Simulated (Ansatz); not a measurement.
# Rh: the cost of one run

Program: Ansatz 0.2.0. Level of theory: DFT PBE, scalar-relativistic, plane waves, PAW. These are calculated values, not measurements.

2 further runs of the same task are left out: 2 set aside as unsound or not needed.

## Step 1: The starting structure

It takes space group Fm-3m (No. 225, cubic). Conventional cell: a = 3.830 Å, b = 3.830 Å, c = 3.830 Å, α = 90.00°, β = 90.00°, γ = 90.00°. Rh (site symmetry m-3m) has 12 Rh at 2.71 Å in its first shell of neighbours.

Coordinates:

```cif
data_structure
_symmetry_space_group_name_H-M 'P 1'
_symmetry_Int_Tables_number 1
_cell_length_a 2.7082
_cell_length_b 2.7082
_cell_length_c 3.8299
_cell_angle_alpha 90.000
_cell_angle_beta 90.000
_cell_angle_gamma 90.000
_cell_volume 28.09
loop_
_atom_site_label
_atom_site_type_symbol
_atom_site_fract_x
_atom_site_fract_y
_atom_site_fract_z
_atom_site_occupancy
Rh1 Rh 0.00000 0.00000 0.00000 1
Rh2 Rh 0.50000 0.50000 0.50000 1
```

It goes back to an entry of the Materials Project.

The unstrained cell was computed beforehand with the same settings: E(σ→0) = -12805.7782 eV for 2 atoms, gap none (metal).

## Step 2: Strain -1.0 %

The input, input.yaml:

```yaml
crystal:
  lattice:
    - [1.8958192578, 1.8958192578, 0.0]
    - [-1.9197563696, 1.9197563696, 0.0]
    - [0.0, 0.0, 3.8395127393]
  atoms:
    - { symbol: Rh, position: [0.0, 0.0, 0.0] }
    - { symbol: Rh, position: [0.5, 0.5, 0.5] }
basis:
  ecutwfc: 420
kpoints:
  mp_grid: { grid: [20, 20, 14] }
hamiltonian:
  xc: pbe
scf:
  occupations: { method: gaussian, width: 0.1 }
output:
  forces: true
  stress: true
  eigenvalues: true
relax:
  adjacent_minimum: "off"
  f_tol: 0.008
  max_steps: 40
  cell: { stress_tol: 0.015, fix: [a, angles] }
```

Started as:

```console
$ ansatz run input.yaml --threads 1 --pin off --max-ram 2560MiB --backend cpu --events-out ev --progress --plain --runs-dir out
```

Q: Estimate wall time and peak memory on 1 thread of AMD EPYC (Zen 3), shared host.

About 3.9 min, with a peak of 0.73 GiB.
